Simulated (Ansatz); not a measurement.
# CoO (R3m)

These are results of DFT PBE, scalar-relativistic, plane waves, PAW (Ansatz 0.2.0), not measurements.

Cutoff 420 eV; k points 15×15×15 on the computed 4-atom cell (Γ-centred); Gaussian smearing, width 0.01 eV; collinear spin from starting moments -2.25 2.25 -0.15 0.15 μB.

The structure is relaxed at this level of theory with its symmetry kept. This zinc-blende form isn't the usual stable structure of the compound.

```cif
data_structure
_symmetry_space_group_name_H-M 'R3m:H'
_symmetry_Int_Tables_number 160
_cell_length_a 3.2047
_cell_length_b 3.2047
_cell_length_c 7.6472
_cell_angle_alpha 90.000
_cell_angle_beta 90.000
_cell_angle_gamma 120.000
_cell_volume 68.02
loop_
_atom_site_label
_atom_site_type_symbol
_atom_site_symmetry_multiplicity
_atom_site_Wyckoff_symbol
_atom_site_fract_x
_atom_site_fract_y
_atom_site_fract_z
_atom_site_occupancy
Co1 Co 3 a 0.33333 0.66667 0.66528 1
O1 O 3 a 0.33333 0.66667 0.41805 1
```

**Question.** Formation energy from the elements' standard states (uncorrected)?

**Answer.** -0.703 eV/atom.

**Question.** Kohn–Sham band gap?

**Answer.** 0.05 eV.

**Question.** Löwdin character of the top 1 eV of the valence band?

**Answer.** Co 3d 84 %, O 2p 13 %.

**Question.** Löwdin character of the lowest 1 eV of the conduction band?

**Answer.** Co 3d 78 %, O 2p 14 % (semilocal functionals without a Hubbard U place empty 3d levels too low).

**Question.** Bader charges (e)?

**Answer.** Co (2 in the cell) 1.14, O (2 in the cell) -1.14.

**Question.** Total moment?

**Answer.** 0.00 μB per cell.

**Question.** Site moments (μB; atoms counted from 1 over the whole cell)?

**Answer.** Co (atom 1) -2.04, Co (atom 2) 2.04, O (atom 3) -0.14, O (atom 4) 0.14.

Only this magnetic start was tried.